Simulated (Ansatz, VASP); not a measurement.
## One calculation of AlCu, two programs

File INCAR:

```
PREC = Accurate
ENCUT = 520
EDIFF = 1E-6
ISMEAR = 0
SIGMA = 0.15
LREAL = F
LASPH = T
NELM = 100
ALGO = Fast
ISIF = 2
LWAVE = F
LCHARG = F
NBANDS = 14
```

File KPOINTS:

```
regular mesh
0
Gamma
  16 16 16
```

Contents of POSCAR:

```
AlCu
1.0
    2.9975090000      0.0224813175      0.0000000000
    0.0224813175      2.9975090000      0.0000000000
    0.0000000000      0.0000000000      2.9975090000
Al Cu
1 1
Direct
    0.0000000000      0.0000000000      0.0000000000
    0.5000000000      0.5000000000      0.5000000000
```

Input for Ansatz:

```yaml
crystal:
  lattice:
    - [2.997509, 0.0224813175, 0.0]
    - [0.0224813175, 2.997509, 0.0]
    - [0.0, 0.0, 2.997509]
  atoms:
    - { symbol: Al, position: [0.0, 0.0, 0.0] }
    - { symbol: Cu, position: [0.5, 0.5, 0.5] }
basis:
  ecutwfc: 420
kpoints:
  mp_grid: { grid: [16, 16, 16] }
hamiltonian:
  xc: lda
scf:
  occupations: { method: gaussian, width: 0.15 }
output:
  forces: true
  stress: true
  eigenvalues: true
```

Change from the starting cell: strain +0.0150 x Voigt [0, 0, 0, 0, 0, 1], atoms carried along.

Alike in both runs: task single point; functional LDA; k mesh 16 × 16 × 16; occupations gaussian, width 0.15 eV; no spin polarisation.

|  | VASP | Ansatz |
| --- | --- | --- |
| version | VASP 6.6.1 | Ansatz 0.2.0 |
| potentials or method | VASP PAW LDA potentials, release 64 (Al, Cu) | scalar-relativistic, plane waves, PAW |
| plane-wave cutoff (eV) | 520 | 420 |
| valence electrons in the cell | 14 | 22 |

|  | VASP | Ansatz | Ansatz less VASP |
| --- | --- | --- | --- |
| gap on the k mesh at the Fermi level (eV) | none | none | - |
| pressure (GPa) | -8.2 | -8.7 | -0.45 |
| largest component of the traceless stress (GPa) | 0.31 | 0.31 | +0.001 |

A gap of «none» marks a metal or a gap that the smearing closes. The two sets of potentials don't hold the same shells in valence.
